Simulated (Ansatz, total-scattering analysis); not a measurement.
**Assigning the peaks of a pair distribution function**

The sample: Al2O3 (Al 40.0, O 60.0 atom %) at 2500 K, fixed volume (mean pressure 3.3 GPa), ρ₀ = 0.0842 Å⁻³. The data come from ab initio molecular dynamics with Ansatz (PBE, plane waves, PAW set soft_1, Nose-Hoover chain, no spin, fixed volume). The average runs over 1.48 ps of 70 atoms, so shells between rare elements are rough. Mean temperature 2442 K, largest m.s.d. 2.13 Å², energy drift -59 meV an atom (last third less first, no steady trend); the first quarter of the run is discarded. Preparation: last frame of a classical run of this cell, a melt at this density, then 0.5 ps at 2500 K with a cheaper basis and a friction of 10 ps⁻¹ (mean temperature of the first stage 2657 K), too short to forget the start in full. So short a stretch relaxes bonds and nearest shells but still remembers its start. It is a liquid as far as so short a run tells.

S(Q) is the Faber–Ziman total, Σ ci cj fi fj (Sij − 1)/⟨f⟩² + 1. Below 4 Å⁻¹ the partials are summed on the cell's own reciprocal vectors (from 0.67 Å⁻¹) and folded with a Gaussian of σ = 0.15 Å⁻¹; above it they are transforms of g(r) out to 6.4 Å, tapered over the last 40 %. The fold lowers sharp peaks, and with so few vectors their positions are good to about 0.1 Å⁻¹. X-rays take neutral-atom form factors, neutrons coherent lengths (Al 3.449, O 5.8037 fm). G(r) = 4πrρ₀[g(r) − 1] carries the resolution of a Lorch-windowed transform up to 20 Å⁻¹. The patterns are simulated, not measured. The cell is small: beyond half the box only the part of each shell inside it is counted, and low-Q values rest on few vectors.

X-ray, Q (Å⁻¹) and value: 0.6 0.05, 0.9 0.08, 1.2 0.28, 1.5 0.54, 1.8 0.63, 2.1 0.78, 2.4 0.82, 2.7 0.72, 3.0 0.72, 3.3 0.80, 3.6 0.95, 3.9 1.15, 4.2 1.35, 4.5 1.40, 4.8 1.27, 5.1 1.02, 5.4 0.82, 5.7 0.77, 6.0 0.81, 6.3 0.88, 6.6 0.93, 6.9 0.99, 7.2 1.06, 7.5 1.12, 7.8 1.13, 8.1 1.10, 8.4 1.03, 8.7 0.98, 9.0 0.94, 9.3 0.93, 9.6 0.93, 9.9 0.95, 10.2 0.98, 10.5 1.01, 10.8 1.03, 11.1 1.05, 11.4 1.04, 11.7 1.03, 12.0 1.02

neutron, Q (Å⁻¹) and value: 0.6 0.04, 0.9 0.06, 1.2 0.22, 1.5 0.39, 1.8 0.44, 2.1 0.51, 2.4 0.86, 2.7 1.18, 3.0 0.98, 3.3 0.84, 3.6 0.90, 3.9 1.00, 4.2 1.17, 4.5 1.28, 4.8 1.27, 5.1 1.13, 5.4 0.93, 5.7 0.81, 6.0 0.80, 6.3 0.85, 6.6 0.92, 6.9 0.99, 7.2 1.07, 7.5 1.12, 7.8 1.12, 8.1 1.08, 8.4 1.03, 8.7 0.98, 9.0 0.95, 9.3 0.94, 9.6 0.94, 9.9 0.96, 10.2 0.98, 10.5 1.01, 10.8 1.03, 11.1 1.04, 11.4 1.03, 11.7 1.02, 12.0 1.01

G(r):

X-ray, r (Å) and value: 1.0 -1.06, 1.1 -1.16, 1.2 -1.23, 1.3 -1.31, 1.4 -1.38, 1.5 -1.07, 1.6 0.03, 1.7 1.52, 1.8 2.28, 1.9 1.80, 2.0 0.54, 2.1 -0.57, 2.2 -1.17, 2.3 -1.40, 2.4 -1.37, 2.5 -1.13, 2.6 -0.78, 2.7 -0.39, 2.8 -0.05, 2.9 0.24, 3.0 0.48, 3.1 0.67, 3.2 0.74, 3.3 0.68, 3.4 0.50, 3.5 0.25, 3.6 -0.01, 3.7 -0.23, 3.8 -0.32, 3.9 -0.27, 4.0 -0.10, 4.1 0.11, 4.2 0.27, 4.3 0.32, 4.4 0.26, 4.5 0.17, 4.6 0.09, 4.7 0.04, 4.8 0.01, 4.9 -0.02, 5.0 0.00, 5.1 0.06, 5.2 0.12, 5.3 0.13, 5.4 0.12, 5.5 0.13, 5.6 0.14, 5.7 0.12

neutron, r (Å) and value: 1.0 -1.04, 1.1 -1.15, 1.2 -1.25, 1.3 -1.36, 1.4 -1.43, 1.5 -1.19, 1.6 -0.28, 1.7 0.94, 1.8 1.55, 1.9 1.11, 2.0 0.03, 2.1 -0.90, 2.2 -1.29, 2.3 -1.24, 2.4 -0.84, 2.5 -0.29, 2.6 0.26, 2.7 0.68, 2.8 0.91, 2.9 0.96, 3.0 0.89, 3.1 0.72, 3.2 0.47, 3.3 0.19, 3.4 -0.06, 3.5 -0.25, 3.6 -0.41, 3.7 -0.52, 3.8 -0.54, 3.9 -0.47, 4.0 -0.32, 4.1 -0.13, 4.2 0.02, 4.3 0.10, 4.4 0.09, 4.5 0.05, 4.6 0.06, 4.7 0.11, 4.8 0.17, 4.9 0.23, 5.0 0.33, 5.1 0.45, 5.2 0.54, 5.3 0.54, 5.4 0.44, 5.5 0.30, 5.6 0.17, 5.7 0.04

Q: Assign the low-r maxima. Which coordination numbers can be read off, and what are they?

Each pair enters with the weight ci cj fi fj (2 − δij)/⟨f⟩², taking f = Z for X-rays at Q = 0: O–O 0.23 / 0.51; Al–O 0.50 / 0.41; Al–Al 0.27 / 0.08 (X-ray / neutron).

| radiation | maximum (Å) | G (Å⁻²) | pairs that make it (share of the curvature of G, each pair at the same resolution) |
| --- | --- | --- | --- |
| X-ray | 1.81 | 2.31 | Al–O 100 % |
| X-ray | 3.20 | 0.74 | Al–Al 91 % |
| X-ray | 4.29 | 0.32 | Al–O 85 %, Al–Al 12 % |
| neutron | 1.81 | 1.57 | Al–O 100 % |
| neutron | 2.88 | 0.96 | O–O 96 % |

Where a peak stands clear its area gives a rough count; most overlap. The maxima can be assigned, but 2 totals can't separate 3 partials, so the counts below come from the model itself.

From the coordinates:

| pair | first peak (Å) | g there | first minimum (Å) | g there | neighbours |
| --- | --- | --- | --- | --- | --- |
| Al–O | 1.77 | 5.6 | 2.60 | 0.26 | 4.6 O per Al, 3.0 Al per O |
| O–O | 2.80 | 2.2 | 3.94 | 0.60 | 12.3 |
| Al–Al | 3.15 | 2.2 | 4.02 | 0.60 | 8.8 |

Bonded neighbours (only these pairs count: cutoffs Al–O 2.6 Å): Al: 3 1.2 %, 4 47 %, 5 46 %, 6 4.8 %; O: 2 12 %, 3 73 %, 4 14 %, 5 0.6 %. For Al–O g doesn't fall to zero at the cutoff, so those shares hang on where it is put. Oxygen by network formers bound (Si, B, P, Ge and Al count): two 12 %, three or more 88 %. O–Al–O peak at 88° and Al–O–Al peak at 118°. These counts come from 15 frames.

Unlike atoms are nearest: the pair functions peak at 1.77 Å (Al–O) and 2.80 Å (O–O). The ratio of these peaks, 1.58 (±0.04), compares with 1.73 for a triangle, 1.63 for a tetrahedron and 1.41 for an octahedron, and Al has 4.6 anions. The weights that differ most between the probes (X-ray, neutron): O–O 0.23 and 0.51, Al–Al 0.27 and 0.08 and Al–O 0.50 and 0.41. At 2.71 Å⁻¹ neutrons show a peak (1.18) where X-rays give 0.72: term by term, w(S − 1) with f = Z as a rough X-ray weight: O–O +0.86 against +0.39, Al–Al +0.08 against +0.28 and Al–O -0.76 against -0.94 (neutron against X-ray).
